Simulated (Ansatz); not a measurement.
# Guessed and relaxed cells of C

Recipe of this trial structure of C: random cell by space group and Wyckoff sites (I4/mcm, No. 140). Lengths were set from tabulated atomic sizes, so they are only a guess.

start.xyz

```xyz
4
Lattice="-1.4462 1.4462 2.9534 1.4462 -1.4462 2.9534 1.4462 1.4462 -2.9534" Properties=species:S:1:pos:R:3 pbc="T T T"
C     0.9019   -0.5442    2.9534
C     0.5442    1.9904    0.0000
C     0.5442    0.9019    2.9534
C     0.9019    0.5442    0.0000
```

The calculation used DFT PBE, scalar-relativistic, plane waves, PAW (Ansatz). Cutoff 420 eV, Gaussian smearing, Γ-centred meshes. Cell and atoms relax first on a coarse mesh and then on a finer one. In between, the cell is made exact in the group found at 0.06 Å. In metals the finer mesh still leaves noise of several meV/atom or more. The steps can't lower the symmetry of their start. No spin polarisation in the relaxation; trial moments died out in a coarse test.

end.xyz

```xyz
1
Lattice="1.6245 0.0000 0.0000 0.0000 1.6245 0.0000 0.0000 0.0000 4.0336" Properties=species:S:1:pos:R:3 pbc="T T T"
C     0.8123    0.8123    0.0000
```

The symmetry goes from I4/mcm (No. 140) to P4/mmm (No. 123), and the primitive cell from 4 to 1 atom. The volume per atom grows by 72.3 %, from 6.2 to 10.6 Å³. The shortest distance goes from 1.49 Å (C–C) to 1.62 Å (C–C). The energy falls by about 1.6 eV/atom (the start's value is from the coarse mesh). The end is written in a standard setting, so origin, axes and order of atoms can differ from the start's.

```yaml
Volume_per_atom: 10.6 Å³
Density: 1.9 g/cm³
Energy_over_the_standard_state: +2.61 eV/atom
Gap_on_the_34×34×14_mesh_of_the_1-atom_cell: 0 eV (a metal)
```

Energies count from the standard state of C at the same level. So it is a metastable form at best.

The last run used Gaussian smearing of 0.10 eV. Weakly bound directions are ill-defined at this level, which has no dispersion term. The reference form of C is held partly by dispersion forces, which this level lacks. Symmetry constrained the relaxation, so the result can be a saddle point. In all, the 3 runs took 3 min on 1 thread of Intel(R) Xeon(R) Processor @ 2.50GHz (Skylake/Cascade Lake) (shared host). Another cell of C relaxed alike, in P6/mmm, lies 2.60 eV/atom lower, so this cell isn't the stable form at this level.
